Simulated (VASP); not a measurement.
# Cu under changes of volume

One of the cells (11.467 Å³/atom); the others are scaled copies at fixed shape and fractional positions:

```
Cu
1.0
     1.20202   -3.90240    0.00000
     1.20202    3.90240    0.00000
     0.00000    0.00000    2.44456
Cu
2
Direct
  0.86626 0.13374 0.75000
  0.13374 0.86626 0.25000
```

This isn't the form of Cu at room conditions, which is fcc.

- Program: VASP 6.6.1
- Functional: LDA
- Potentials or basis: VASP PAW LDA potentials, release 64 (Cu)
- Cutoff: 520 eV
- k mesh: 10 × 10 × 10
- Occupations: fermi-dirac, width 0.05 eV
- Spin: no spin polarisation

```tsv
volume (Å³/atom)	energy over the lowest point (meV/atom)	pressure (GPa)	largest force (eV/Å)
11.008	10.24	7.6	0.045
11.238	2.38	3.5	0.015
11.467	0.00	-0.1	0.012
11.696	?	?	?
11.926	9.22	-6.1	0.060
```

What does the run at 11.696 Å³/atom give?

Energy over the lowest point 2.47 meV/atom; pressure -3.3 GPa; largest force 0.037 eV/Å.

Worked out: A Birch-Murnaghan fit of order 2 (a polynomial in V^(-2/3)) to the other rows has its minimum at 11.46 Å³/atom with B0 = V·E''(V) = 170 GPa at fixed shape and positions, which overstates the stiffness. It gives 2.39 meV/atom at 11.696 Å³/atom, against the run's 2.47, and -dE/dV = -3.3 GPa, against -3.3.

Energies are extrapolated to zero smearing.
